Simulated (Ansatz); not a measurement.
## Mg in Ansatz: the effect of functional

The system is Mg.

```
Mg
1.0
     3.17683    0.00000    0.00000
    -1.58841    2.75121    0.00000
     0.00000    0.00000   10.31886
Mg
4
Cartesian
  1.5884 0.9171 7.7391
  0.0000 0.0000 5.1594
  0.0000 1.8341 2.5797
  0.0000 0.0000 0.0000
```

Alike in all runs:

* Program: Ansatz 0.2.0
* Task: projected density of states
* Potentials or basis: Ansatz PAW
* k mesh: 6 × 6 × 2
* Occupations: fermi-dirac, width 0.05 eV
* Spin: no spin polarisation

```csv
functional,cutoff,pressure (GPa)
LDA,420 eV (not typed: the program's choice for these potentials),?
PBEsol,420 eV (not typed: the program's choice for these potentials),0.0
RPBE,420 eV (not typed: the program's choice for these potentials),2.0
revPBE,420 eV (not typed: the program's choice for these potentials),1.8
BLYP,420 eV (not typed: the program's choice for these potentials),1.4
r2SCAN,500 eV (not typed: the program's choice for these potentials),0.2
HSE06,420 eV (not typed: the program's choice for these potentials),0.7
PBE0,420 eV (not typed: the program's choice for these potentials),0.6
r2SCAN0,500 eV (not typed: the program's choice for these potentials),0.3
```

Q: What does the run with functional LDA give?

A: Pressure -1.5 GPa.

Caveats: all runs use coarse meshes; the PAW data sets come from PBE, with cores solved anew for the run's functional, which leaves a small shift of forces and pressure; the thresholds are loose for stress (some runs).

Runs at the PBE level aren't shown here.
